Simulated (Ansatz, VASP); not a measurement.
**Two plane-wave programs on PbO (Litharge)**

INCAR

```
ALGO = Normal
EDIFF = 1E-6
ENCUT = 520
GGA = PE
ISIF = 2
ISMEAR = -1
LASPH = T
LCHARG = T
LELF = T
LREAL = F
LVHAR = T
LWAVE = F
NBANDS = 28
NELM = 80
PREC = Accurate
SIGMA = 0.02
```

Contents of KPOINTS:

```
k-points
0
Gamma
  6 6 6
```

POSCAR

```
PbO
1.0
    3.9804039067      0.0000000000      0.0000000000
    0.0000000000      3.9804039067      0.0000000000
    0.0000000000      0.0000000000      5.0594237335
Pb O
2 2
Direct
    0.0000000000      0.5000000000      0.2341924403
    0.5000000000      0.0000000000      0.7658075597
    0.0000000000      0.0000000000      0.0000000000
    0.5000000000      0.5000000000      0.0000000000
```

Input for Ansatz:

```yaml
crystal:
  lattice:
    - [3.9804039067, 0.0, 0.0]
    - [0.0, 3.9804039067, 0.0]
    - [0.0, 0.0, 5.0594237335]
  atoms:
    - { symbol: Pb, position: [0.0, 0.5, 0.2341924403] }
    - { symbol: Pb, position: [0.5, 0.0, 0.7658075597] }
    - { symbol: O, position: [0.0, 0.0, 0.0] }
    - { symbol: O, position: [0.5, 0.5, 0.0] }
kpoints:
  mp_grid: { grid: [6, 6, 6] }
  band_path:
    path:
      - [0.0, 0.0, 0.0]
      - [0.0, 0.5, 0.0]
      - [0.5, 0.5, 0.0]
      - [0.0, 0.0, 0.5]
      - [0.0, 0.5, 0.5]
      - [0.5, 0.5, 0.5]
      - [-0.072917, -0.067708, 0.0]
    npoints: 1
hamiltonian:
  xc: pbe
scf:
  occupations: { method: fermi_dirac, width: 0.02 }
  n_extra_bands: 5
output:
  forces: true
  stress: true
  eigenvalues: true
```

Change from the starting cell: uniaxial_z strain +1.2%.

Alike in both runs: task single point; functional PBE; k mesh 6 × 6 × 6; occupations fermi-dirac, width 0.02 eV; no spin polarisation.

|  | VASP | Ansatz |
| --- | --- | --- |
| version | VASP 6.6.1 | Ansatz 0.2.0 |
| potentials or method | VASP PAW PBE potentials, release 64 (Pb_d, O) | plane waves, PAW |
| plane-wave cutoff (eV) | 520 | 420 |
| valence electrons in the cell | 40 | 40 |

VASP gave:

- gap on the k mesh at the Fermi level (eV): 1.28
- pressure (GPa): 4.3
- largest component of the traceless stress (GPa): 0.66
- rms of the force components (eV/Å): 0.166

Problem. Estimate Ansatz's values.

Solution. gap on the k mesh at the Fermi level (eV): 1.27; pressure (GPa): 4.2; largest component of the traceless stress (GPa): 0.64; rms of the force components (eV/Å): 0.148.

Atom by atom the forces differ by 0.018 eV/Å (rms over components). The functional is the same, so the differences come from potentials, cutoffs and numerics.

Caveats: spin-orbit coupling is left out, which as a rule narrows the gap of such compounds by several tenths of an eV. A k mesh can miss the band edges.
